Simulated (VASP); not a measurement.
# AgI (F-43m) in VASP: a series of runs

Runs on AgI. Level: PBE. Tasks: single point.

Program: VASP 6.6.1. These are calculated values, not measurements. Logs are shortened: lines on timing, memory, paths and dates and some standing lists are left out, and cuts for length are marked.

### 1 The crystal as given

Symmetry: F-43m, No. 216, cubic system. Conventional cell: a = 6.473 Å, b = 6.473 Å, c = 6.473 Å, α = 90.00°, β = 90.00°, γ = 90.00°. Ag (site symmetry -43m) is surrounded by 4 I at 2.80 Å. I (site symmetry -43m) is surrounded by 4 Ag at 2.80 Å.

Measurements of this composition are mostly on another form, of space group No. 229.

### 2 Single point, PBE

File INCAR:

```
SYSTEM = AgI
ALGO     = Normal         ! electronic algorithm
EDIFF    = 1E-7           ! SCF threshold, eV
ENCUT    = 520            ! plane-wave cutoff, eV
GGA      = PE             ! functional
ISIF     = 2              ! what is computed and relaxed
ISMEAR   = -1             ! smearing method
LASPH    = .TRUE.         ! aspherical terms in the spheres
LCHARG   = .FALSE.        ! write CHGCAR
LREAL    = .FALSE.        ! projectors in reciprocal space
LWAVE    = .FALSE.        ! write WAVECAR
NBANDS   = 16             ! bands
NELM     = 100            ! most SCF steps
PREC     = Accurate       ! precision mode
SIGMA    = 0.01           ! smearing width, eV
```

File KPOINTS:

```
k-points
0
G
  7 7 7
  0 0 0
```

File POSCAR:

```
AgI
1.0
    0.0000000000      3.2365000000      3.2365000000
    3.2365000000      0.0000000000      3.2365000000
    3.2365000000      3.2365000000      0.0000000000
Ag I
1 1
Direct
    0.0000000000      0.0000000000      0.0000000000
    0.7500000000      0.7500000000      0.7500000000
```

Potentials or basis: VASP PAW PBE potentials, release 64 (Ag, I).

Started as:

```
$ cat potpaw_PBE.64/Ag/POTCAR potpaw_PBE.64/I/POTCAR > POTCAR
$ mpirun -np 1 vasp_std > vasp.out
```

OUTCAR:

```text
SYSTEM = AgI
   EDIFF = 1E-7
   ENCUT = 520
   GGA = PE
   ISIF = 2
   ISMEAR = -1
   LASPH = .TRUE.
   LREAL = .FALSE.
   NELM = 100
   PREC = Accurate

 ion  position               nearest neighbor table
   1  0.000  0.000  0.000-   2 2.80   2 2.80   2 2.80   2 2.80
   2  0.750  0.750  0.750-   1 2.80   1 2.80   1 2.80   1 2.80

  LATTYP: Found a face centered cubic cell.
 ALAT       =     6.4730000000

  Lattice vectors:

 A1 = (   0.0000000000,   3.2365000000,   3.2365000000)
 A2 = (   3.2365000000,   0.0000000000,   3.2365000000)
 A3 = (   3.2365000000,   3.2365000000,   0.0000000000)

Analysis of symmetry for initial positions (statically):
=====================================================================
 Subroutine PRICEL returns:
 Original cell was already a primitive cell.

 Routine SETGRP: Setting up the symmetry group for a
 face centered cubic supercell.

 Subroutine GETGRP returns: Found 24 space group operations
 (whereof 24 operations were pure point group operations)
 out of a pool of 48 trial point group operations.

The static configuration has the point symmetry T_d .

Analysis of symmetry for dynamics (positions and initial velocities):
=====================================================================
 Subroutine PRICEL returns:
 Original cell was already a primitive cell.

 Routine SETGRP: Setting up the symmetry group for a
 face centered cubic supercell.

 Subroutine GETGRP returns: Found 24 space group operations
 (whereof 24 operations were pure point group operations)
 out of a pool of 48 trial point group operations.

The dynamic configuration has the point symmetry T_d .

 Subroutine INISYM returns: Found 24 space group operations
 (whereof 24 operations are pure point group operations),
 and found     1 'primitive' translations

----------------------------------------------------------------------------------------

                                     Primitive cell

  volume of cell :      67.8042

  direct lattice vectors                    reciprocal lattice vectors
     0.000000000  3.236500000  3.236500000    -0.154487873  0.154487873  0.154487873
     3.236500000  0.000000000  3.236500000     0.154487873 -0.154487873  0.154487873
     3.236500000  3.236500000  0.000000000     0.154487873  0.154487873 -0.154487873

  length of vectors
     4.577102195  4.577102195  4.577102195     0.267580845  0.267580845  0.267580845

  position of ions in fractional coordinates (direct lattice)
     0.000000000  0.000000000  0.000000000
     0.750000000  0.750000000  0.750000000

  ion indices of the primitive-cell ions
   primitive index   ion index
                 1           1
                 2           2

----------------------------------------------------------------------------------------

 KPOINTS: k-points

Automatic generation of k-mesh.
 Grid dimensions read from file:
 generate k-points for:    7    7    7

 Generating k-lattice:

  Cartesian coordinates                     Fractional coordinates (reciprocal lattice)
    -0.022069696  0.022069696  0.022069696     0.142857143  0.000000000  0.000000000
     0.022069696 -0.022069696  0.022069696     0.000000000  0.142857143  0.000000000
     0.022069696  0.022069696 -0.022069696     0.000000000  0.000000000  0.142857143

  Length of vectors
     0.038225835  0.038225835  0.038225835

  Shift w.r.t. Gamma in fractional coordinates (k-lattice)
     0.000000000  0.000000000  0.000000000

 Subroutine IBZKPT returns following result:
 ===========================================

 Found     20 irreducible k-points:

 Following reciprocal coordinates:
            Coordinates               Weight
  0.000000  0.000000  0.000000      1.000000
  0.142857  0.000000  0.000000      8.000000
  0.285714  0.000000  0.000000      8.000000
  0.428571  0.000000  0.000000      8.000000
  0.142857  0.142857  0.000000      6.000000
  0.285714  0.142857  0.000000     24.000000
[... 12 lines left out ...]
 -0.428571  0.428571  0.142857     24.000000
 -0.285714  0.428571  0.142857     24.000000
   k-points           NKPTS =     20   k-points in BZ     NKDIM =     20   number of bands    NBANDS=     16
   number of dos      NEDOS =    301   number of ions     NIONS =      2
   total plane-waves  NPLWV =  46656
   dimension x,y,z NGX =    36 NGY =   36 NGZ =   36
   dimension x,y,z NGXF=    72 NGYF=   72 NGZF=   72
   ions per type =               1   1
   NGX,Y,Z   is equivalent  to a cutoff of  13.08, 13.08, 13.08 a.u.
   NGXF,Y,Z  is equivalent  to a cutoff of  26.15, 26.15, 26.15 a.u.
 SYSTEM =  AgI
   PREC   = accura    normal or accurate (medium, high low for compatibility)
   ISTART =      0    job   : 0-new  1-cont  2-samecut
   ICHARG =      2    charge: 1-file 2-atom 10-const
   ISPIN  =      1    spin polarized calculation?
   LNONCOLLINEAR =      F non collinear calculations
   LSORBIT =      F    spin-orbit coupling
   LASPH  =      T    aspherical Exc in radial PAW
   ENCUT  =  520.0 eV  38.22 Ry    6.18 a.u.   8.51  8.51  8.51*2*pi/ulx,y,z
   NELM   =    100;   NELMIN=  2; NELMDL= -5     # of ELM steps
   EDIFF  = 0.1E-06   stopping-criterion for ELM
   LREAL  =      F    real-space projection
   EDIFFG = 0.1E-05   stopping-criterion for IOM
   NSW    =      0    number of steps for IOM
   IBRION =     -1    ionic relax: 0-MD 1-quasi-New 2-CG
   NFREE  =      0    steps in history (QN), initial steepest desc. (CG)
   ISIF   =      2    stress and relaxation
   ISYM   =      2    0-nonsym 1-usesym 2-fastsym
   POTIM  = 0.5000    time-step for ionic-motion
   TEBEG  =    0.0;   TEEND  =   0.0 temperature during run
   PSTRESS=    0.0 pullay stress
   NELECT =      18.0000    total number of electrons
   NUPDOWN=      -1.0000    fix difference up-down
   EMIN   =  10.00;   EMAX   =-10.00  energy-range for DOS
   EFERMI =   0.00;   METHOD = LEGACY
   ISMEAR =    -1;   SIGMA  =   0.01  broadening in eV -4-tet -1-fermi 0-gaus
   EFERMI_NEDOS =   21; number of points for ismear=-14 and -15
   IALGO  =     38    algorithm
   IMIX   =      4    mixing-type and parameters
     AMIX     =   0.40;   BMIX     =  1.00
     AMIX_MAG =   1.60;   BMIX_MAG =  1.00
  volume/ion in A,a.u.               =      33.90       228.78
  Fermi-wavevector in a.u.,A,eV,Ry     =   1.052156  1.988286 15.062083  1.107032
  Thomas-Fermi vector in A             =   2.187227
   LORBIT       =      0    0 simple, 1 ext, 2 COOP (PROOUT), +10 PAW based schemes
   GGA     = PE    functional components
   LHFCALC =     F    Hartree Fock is set to
   AEXX    =    0.0000 exact exchange contribution
   IVDW    =     0    specifies the selected vdW correction
   LEPSILON=     F    determine dielectric tensor
   LRPA    =     F    only Hartree local field effects (RPA)
 non-spin polarized calculation
  energy-cutoff  :      520.00
  volume of cell :       67.80
 maximum number of plane-waves:      1841
 NGX is ok and might be reduce to    36
   NGX = 17   NGY = 17   NGZ = 17

 number of electron      17.9999998 magnetization

 Free energy of the ion-electron system (eV)
  ---------------------------------------------------
  ext. energy  EPLUGINS =         0.00000000
  ---------------------------------------------------
  free energy    TOTEN  =        -4.76081908 eV

  energy without entropy =       -4.76081908  energy(sigma->0) =       -4.76081908

 E-fermi :   3.4628     XC(G=0):  -8.4752

 val. band max:        3.2456140063   @ k =   0.0000   0.0000   0.0000
 cond. band min:       4.5877605332   @ k =   0.0000   0.0000   0.0000
 fundamental gap:      1.3421465269
 Fermi energy:         3.4627623515

 k-point     1 :       0.0000    0.0000    0.0000
  band No.  band energies     occupation
      1      -9.6152      2.00000
      2      -1.0346      2.00000
      3      -1.0346      2.00000
      4      -1.0346      2.00000
      5       0.1282      2.00000
      6       0.1282      2.00000
[... 8 lines left out ...]
     15      13.2932      0.00000
     16      13.2932      0.00000

 k-point     2 :       0.1429    0.0000    0.0000
  band No.  band energies     occupation
      1      -9.5616      2.00000
      2      -1.0631      2.00000
      3      -0.9994      2.00000
      4      -0.9994      2.00000
      5       0.1237      2.00000
      6       0.1237      2.00000
[... 8 lines left out ...]
     15      12.6203      0.00000
     16      12.9045      0.00000

 k-point     3 :       0.2857    0.0000    0.0000
  band No.  band energies     occupation
      1      -9.4367      2.00000
      2      -1.0764      2.00000
      3      -0.9234      2.00000
      4      -0.9234      2.00000
      5       0.1285      2.00000
      6       0.1285      2.00000
[... 8 lines left out ...]
     15      12.6035      0.00000
     16      12.6035      0.00000

 k-point     4 :       0.4286    0.0000    0.0000
  band No.  band energies     occupation
      1      -9.3319      2.00000
      2      -0.9862      2.00000
      3      -0.8678      2.00000
      4      -0.8678      2.00000
      5       0.1531      2.00000
      6       0.1531      2.00000
[... 8 lines left out ...]
     15      13.6852      0.00000
     16      13.6852      0.00000

 k-point     5 :       0.1429    0.1429    0.0000
  band No.  band energies     occupation
      1      -9.5437      2.00000
      2      -1.1068      2.00000
      3      -0.9683      2.00000
      4      -0.9683      2.00000
      5       0.0976      2.00000
      6       0.1447      2.00000
[... 8 lines left out ...]
     15      13.3914      0.00000
     16      13.5431      0.00000

 k-point     6 :       0.2857    0.1429    0.0000
  band No.  band energies     occupation
      1      -9.4424      2.00000
      2      -1.1408      2.00000
      3      -0.8955      2.00000
      4      -0.8854      2.00000
      5       0.0858      2.00000
      6       0.1586      2.00000
[... 8 lines left out ...]
     15      13.3277      0.00000
     16      13.9036      0.00000

 k-point     7 :       0.4286    0.1429    0.0000
  band No.  band energies     occupation
      1      -9.3299      2.00000
      2      -1.0536      2.00000
      3      -0.8299      2.00000
      4      -0.8182      2.00000
      5       0.1244      2.00000
      6       0.1692      2.00000
[... 8 lines left out ...]
     15      13.6711      0.00000
     16      14.0592      0.00000

 k-point     8 :      -0.4286    0.1429    0.0000
  band No.  band energies     occupation
      1      -9.2942      2.00000
      2      -0.9255      2.00000
      3      -0.8363      2.00000
      4      -0.8156      2.00000
      5       0.1358      2.00000
      6       0.1458      2.00000
[... 8 lines left out ...]
     15      13.5006      0.00000
     16      13.8684      0.00000

 k-point     9 :      -0.2857    0.1429    0.0000
  band No.  band energies     occupation
      1      -9.3648      2.00000
      2      -1.0233      2.00000
      3      -0.8853      2.00000
      4      -0.8750      2.00000
      5       0.1042      2.00000
      6       0.1627      2.00000
[... 8 lines left out ...]
     15      13.4120      0.00000
     16      14.1163      0.00000
[... 96 lines left out ...]
 k-point    15 :       0.4286    0.4286    0.0000
  band No.  band energies     occupation
      1      -9.2384      2.00000
      2      -1.3185      2.00000
      3      -0.5626      2.00000
      4      -0.5626      2.00000
      5       0.1746      2.00000
      6       0.2124      2.00000
[... 8 lines left out ...]
     15      13.9430      0.00000
     16      15.6659      0.00000

 k-point    16 :      -0.4286    0.4286    0.0000
  band No.  band energies     occupation
      1      -9.2183      2.00000
      2      -1.2450      2.00000
      3      -0.5631      2.00000
      4      -0.5147      2.00000
      5       0.1944      2.00000
      6       0.3048      2.00000
[... 8 lines left out ...]
     15      14.2137      0.00000
     16      15.3381      0.00000

 k-point    17 :       0.4286    0.2857    0.1429
  band No.  band energies     occupation
      1      -9.3469      2.00000
      2      -1.1267      2.00000
      3      -0.8300      2.00000
      4      -0.7803      2.00000
      5       0.0917      2.00000
      6       0.1741      2.00000
[... 8 lines left out ...]
     15      14.1767      0.00000
     16      15.0605      0.00000

 k-point    18 :      -0.4286    0.2857    0.1429
  band No.  band energies     occupation
      1      -9.2679      2.00000
      2      -0.9801      2.00000
      3      -0.8279      2.00000
      4      -0.6573      2.00000
      5       0.1138      2.00000
      6       0.1593      2.00000
[... 8 lines left out ...]
     15      13.8643      0.00000
     16      14.8825      0.00000

 k-point    19 :      -0.4286    0.4286    0.1429
  band No.  band energies     occupation
      1      -9.2339      2.00000
      2      -1.1603      2.00000
      3      -0.6572      2.00000
      4      -0.5521      2.00000
      5       0.1571      2.00000
      6       0.2260      2.00000
[... 8 lines left out ...]
     15      14.5616      0.00000
     16      14.9244      0.00000

 k-point    20 :      -0.2857    0.4286    0.1429
  band No.  band energies     occupation
      1      -9.2247      2.00000
      2      -0.9977      2.00000
      3      -0.7391      2.00000
      4      -0.5264      2.00000
      5       0.0617      2.00000
      6       0.2541      2.00000
[... 8 lines left out ...]
     15      13.9638      0.00000
     16      15.6597      0.00000

------------------------ aborting loop because EDIFF is reached ----------------------------------------

  FORCE on cell =-STRESS in cart. coord.  units (eV):
  Direction    XX          YY          ZZ          XY          YZ          ZX
  --------------------------------------------------------------------------------------
  -------------------------------------------------------------------------------------
  Total        0.9153206      0.9153206      0.9153206      0.0000000      0.0000000      0.0000000
  in kB       21.6285283     21.6285283     21.6285283      0.0000000      0.0000000      0.0000000
  external PRESSURE =      21.6285283 kB  Pullay stress =       0.0000000 kB

 VOLUME and BASIS-vectors are now :
 -----------------------------------------------------------------------------
  energy-cutoff  :      520.00
  volume of cell :       67.80
      direct lattice vectors                 reciprocal lattice vectors
     0.000000000  3.236500000  3.236500000    -0.154487873  0.154487873  0.154487873
     3.236500000  0.000000000  3.236500000     0.154487873 -0.154487873  0.154487873
     3.236500000  3.236500000  0.000000000     0.154487873  0.154487873 -0.154487873

 POSITION                                       TOTAL-FORCE (eV/Angst)
 -----------------------------------------------------------------------------------
      0.00000      0.00000      0.00000         0.000000      0.000000      0.000000
      4.85475      4.85475      4.85475        -0.000000     -0.000000     -0.000000
 -----------------------------------------------------------------------------------
    total drift:                               -0.000000     -0.000000     -0.000000

  FREE ENERGIE OF THE ION-ELECTRON SYSTEM (eV)
  ---------------------------------------------------
  free  energy   TOTEN  =        -4.7608190791 eV

  energy  without entropy=       -4.7608190791  energy(sigma->0) =       -4.76081908
```

Wall time 41 s (1 thread of AMD EPYC 7R43 (Zen 3), shared host); peak memory 0.18 GiB.

Results:

- Free energy: -4.7608 eV
- Pressure: 2.2 GPa
- Band gap on the k mesh: 1.34 eV, direct

Caveat: spin-orbit coupling is left out, which moves the levels of the heavy elements. A hybrid or GW would open this gap; PBE tends to underestimate it.

### 3 Single point, PBE (volume scaled by 0.96)

File INCAR:

```
ALGO = Normal ; EDIFF = 1E-6
ENCUT = 520 ; GGA = PE
ISIF = 2 ; ISMEAR = -1
LASPH = T ; LCHARG = F
LREAL = F ; LWAVE = F
NBANDS = 16 ; NELM = 100
PREC = Accurate ; SIGMA = 0.01
```

File KPOINTS:

```
k-points
0
Gamma
  7 7 7
```

File POSCAR:

```
AgI
1.0
    0.0000000000      3.1927581514      3.1927581514
    3.1927581514      0.0000000000      3.1927581514
    3.1927581514      3.1927581514      0.0000000000
Ag I
1 1
Direct
    0.0000000000      0.0000000000      0.0000000000
    0.7500000000      0.7500000000      0.7500000000
```

Potentials or basis: VASP PAW PBE potentials, release 64 (Ag, I).

Started as:

```
$ cat potpaw_PBE.64/Ag/POTCAR potpaw_PBE.64/I/POTCAR > POTCAR
$ mpirun -np 1 vasp_std > vasp.out
```

It took 32 s on 1 thread of AMD EPYC 7R43 (Zen 3), shared host; peak memory 0.17 GiB.

It converged, with:

```
Free energy            : -4.7101 eV
Pressure               : 3.9 GPa
Band gap on the k mesh : 1.34 eV, direct
```

Levels at points of the mesh, in eV from the valence-band top:
| k point | band 6 | band 7 | band 8 | band 9 | band 10 | band 11 | band 12 | band 13 |
| --- | --- | --- | --- | --- | --- | --- | --- | --- |
| (0.00, 0.00, 0.00) | -3.31 | 0.00 | 0.00 | 0.00 | 1.34 | 5.66 | 5.66 | 5.66 |

Caveat: spin-orbit coupling is left out, which moves the levels of the heavy elements.
